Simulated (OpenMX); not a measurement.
Crystal: BN.

```
N B
1.0
     2.49824    0.00000    0.00000
    -1.24912    2.16354    0.00000
     0.00000    0.00000    6.63570
N B
2 2
Direct
  0.66667 0.33333 0.25000
  0.33333 0.66667 0.75000
  0.66667 0.33333 0.75000
  0.33333 0.66667 0.25000
```

Program: OpenMX 3.8.5. Alike in all runs: task band structure; no spin polarisation; cell as given; smearing fermi-dirac 0.05 eV.

**Question.** Order these runs on this cell by their pressure, lowest first.
A. level PBE; potentials or basis OpenMX 2013 PBE set, N6.0-s2p2, B7.0-s2p2, grid cutoff 400 Ry; k mesh 13 × 13 × 5
B. level LDA; potentials or basis OpenMX 2013 LDA set, N6.0-s2p2d1, B7.0-s2p2d1, grid cutoff 400 Ry; k mesh 9 × 9 × 3
C. level PBE; potentials or basis OpenMX 2013 PBE set, N6.0-s2p2d1, B7.0-s2p2d1, grid cutoff 400 Ry; k mesh 13 × 13 × 5

**Answer.** B (-0.5 GPa), C (7.0 GPa), A (8.9 GPa).

Caveats: the basis of atomic orbitals isn't converged, which shifts pressures, moduli and gaps; this functional lacks dispersion, which binds the layers, so the pressure and a relaxed spacing across them are unreliable (some runs).

Not every run made on this cell is shown here.
